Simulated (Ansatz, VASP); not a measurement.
Two plane-wave programs on Bi

Contents of INCAR:

```
SYSTEM = Bi
  PREC = Accurate
  ENCUT = 520
  EDIFF = 1E-6
  ISMEAR = 0
  SIGMA = 0.1
  LREAL = .FALSE.
  LASPH = .TRUE.
  NELM = 60
  ALGO = Fast
  ISIF = 2
  LWAVE = .FALSE.
  LCHARG = .TRUE.
  GGA = PE
  IVDW = 12
  LELF = .TRUE.
  LVHAR = .TRUE.
  NBANDS = 22
```

The input KPOINTS:

```
Automatic mesh
0
G
  9 9 9
  0 0 0
```

Contents of POSCAR:

```
Bi
1.0
    4.5346855261      0.0000000000      0.0000000000
   -2.2673427630      3.9271528638      0.0000000000
    2.2673427630      1.3090509546      3.8817323445
Bi
2
Direct
    0.5257433146      0.7628716573      0.7113850281
    0.4742566854      0.2371283427      0.2886149719
```

Input for Ansatz:

```yaml
crystal:
  lattice:
    - [4.5346855261, 0.0, 0.0]
    - [-2.267342763, 3.9271528638, 0.0]
    - [2.267342763, 1.3090509546, 3.8817323445]
  atoms:
    - { symbol: Bi, position: [0.5257433146, 0.7628716573, 0.7113850281] }
    - { symbol: Bi, position: [0.4742566854, 0.2371283427, 0.2886149719] }
basis:
  ecutwfc: 420
kpoints:
  mp_grid: { grid: [9, 9, 9] }
hamiltonian:
  xc: pbe
  dispersion: d3bj
scf:
  occupations: { method: gaussian, width: 0.1 }
output:
  forces: true
  stress: true
  eigenvalues: true
```

Alike in both runs: task single point; functional PBE; dispersion D3(BJ); k mesh 9 × 9 × 9; occupations gaussian, width 0.1 eV; no spin polarisation.

|  | VASP | Ansatz |
| --- | --- | --- |
| version | VASP 6.6.1 | Ansatz 0.2.0 |
| potentials or method | VASP PAW PBE potentials, release 64 (Bi_d) | scalar-relativistic, plane waves, PAW |
| plane-wave cutoff (eV) | 520 | 420 |
| valence electrons in the cell | 30 | 30 |

```tsv
	VASP	Ansatz	Ansatz less VASP
gap on the k mesh at the Fermi level (eV)	none	none	-
pressure (GPa)	0.0	0.0	+0.04
rms of the force components (eV/Å)	0.003	0.007	+0.0037
```

Atom by atom the forces differ by 0.004 eV/Å (rms over components). A gap of «none» marks a metal or a gap that the smearing closes.

Caveats: spin-orbit coupling is left out, which moves the levels of the heavy elements; pairwise dispersion overbinds metals, which lowers pressure and volume.
